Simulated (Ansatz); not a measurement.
**Structures of WS2: which is lowest?**

Plane-wave DFT in Ansatz with scalar-relativistic PAW potentials, cutoff 420 eV, Γ-centred meshes chosen by cell and gap, Gaussian smearing with energies taken to zero width. Every cell was relaxed (cell and atoms) in a run of its own, within the symmetry of its start. Functional: LDA.

Relaxed structures (starts from databases or built by putting these elements on another compound's sites):
A. P2_1/m, 12 atoms in the computed cell, a = 5.644 Å, b = 3.168 Å, c = 11.728 Å, β = 96.0°; sites (symmetry × multiplicity) S m × 2 + m × 2 + m × 2 + m × 2, W m × 2 + m × 2; start: built
B. P-6m2, 3 atoms in the computed cell, a = 3.125 Å, c = 16.953 Å; sites (symmetry × multiplicity) W -6m2 × 1, S 3m. × 2; start: database
C. P6_3/mmc, 6 atoms in the computed cell, a = 3.127 Å, c = 12.163 Å; sites (symmetry × multiplicity) W -6m2 × 2, S 3m. × 4; start: database

Problem. Rank them by energy. Could pressure change the order?

Solution.
| structure | group | E − E(lowest) (meV/atom) | V (Å³/atom) | gap on mesh (eV) |
| --- | --- | --- | --- | --- |
| C | P6_3/mmc | 0.0 | 17.16 | 0.84 |
| B | P-6m2 | 36 | 47.81 | 1.99 |
| A | P2_1/m | 189 | 17.38 | 0.00 |

C is lowest, 36 meV/atom under B. The lowest is also the densest of these, so pressure wouldn't bring one of the others in at first order. Other structures may lie lower than all of these, and vibrations aren't counted.

Spin-orbit coupling is left out, which matters for the bands of heavy elements. Each cell of WS2 holds layers, and where no dispersion correction was added their binding is poorly described.